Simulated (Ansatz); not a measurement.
MgF$_{2}$:
```
CELL_PARAMETERS angstrom
      4.63953     0.00000     0.00000
      0.00000     4.63953     0.00000
      0.00000     0.00000     3.06349
ATOMIC_POSITIONS crystal
  Mg 0.50000 0.50000 0.50000
  Mg 0.00000 0.00000 0.00000
  F  0.69657 0.69657 0.00000
  F  0.30343 0.30343 0.00000
  F  0.80343 0.19657 0.50000
  F  0.19657 0.80343 0.50000
```

Cartesian axes are those of the cell as given.

Q: Give the high-frequency dielectric tensor and the Born effective charge tensors of the independent atoms from DFPT, PBEsol in the plane-wave PAW code Ansatz.

A: 
ε∞:
```
2.03  0.00  0.00
0.00  2.03  0.00
0.00  0.00  2.06
```
Z* of atom 1 (Mg), rows: field, columns: displacement, in e:
```
 1.98  -0.05   0.00
-0.05   1.98   0.00
 0.00   0.00   2.07
```
Z* of atom 3 (F), rows: field, columns: displacement, in e:
```
-0.99  -0.21   0.00
-0.21  -0.99   0.00
 0.00   0.00  -1.04
```

Space group P4_2/mnm (rutile). Symmetry was held in the PBEsol relaxation.

Potentials: the earlier of the program's two PAW sets. The files were generated under PBE; for other functionals the program regenerates the frozen cores, and for LDA and PBEsol the local potential too.
